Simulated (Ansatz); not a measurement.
A run on GaN

```yaml
crystal:
  lattice:
    - [3.18, 0.0, 0.0]
    - [-1.59, 2.753960784, 0.0]
    - [0.0, 0.0, 5.166]
  atoms:
    - { symbol: Xx, position: [0.3333333333, 0.6666666667, 0.0] }
    - { symbol: Ga, position: [0.6666666667, 0.3333333333, 0.5] }
    - { symbol: "N", position: [0.3333333333, 0.6666666667, 0.385] }
    - { symbol: "N", position: [0.6666666667, 0.3333333333, 0.885] }
kpoints:
  mp_grid: { grid: [11, 11, 6] }
scf:
  occupations: { method: fermi_dirac, width: 0.02 }
  max_iter: 80
hamiltonian:
  xc: pbe
  pseudopotentials: { kind: paw }
output:
  forces: true
  stress: true
  populations: true
  efg:
    quadrupole_moments_barn: { Ga: 0.107, "N": 0.02044 }
    contact_densities: true
```

```sh
ansatz run input.yaml --threads 1 --pin off --max-ram 3072MiB --backend cpu --events-out ev --progress --plain --runs-dir out
```

Q: What happens when this input is run?

A: The input was rejected before any iteration. The input holds an unknown element. The program says:

```
Error: YAML parse error: error: line 7 column 17: `Xx` is not an element symbol (H … Og, case-exact)
 --> <input>:7:17
  |
5 |     - [0.0, 0.0, 5.166]
6 |   atoms:
7 |     - { symbol: Xx, position: [0.3333333333, 0.6666666667, 0.0] }
  |                 ^ `Xx` is not an element symbol (H … Og, case-exact)
8 |     - { symbol: Ga, position: [0.6666666667, 0.3333333333, 0.5] }
9 |     - { symbol: "N", position: [0.3333333333, 0.6666666667, 0.385] }
  |
```

Against a sound input the change was `crystal.atoms[0].symbol`: Ga → Xx; `scf.max_iter`: not typed → 80.

With the sound settings the run converges and gives V_zz (10²¹ V/m²) Ga 2.87 (η 0.00), N -0.17 (η 0.00). At this cell the PBE pressure is 7 GPa, so with PBE the cell would grow if it were relaxed. The largest force is 0.4 eV/Å, so the atoms aren't at the calculated equilibrium and relaxing them would move these values.
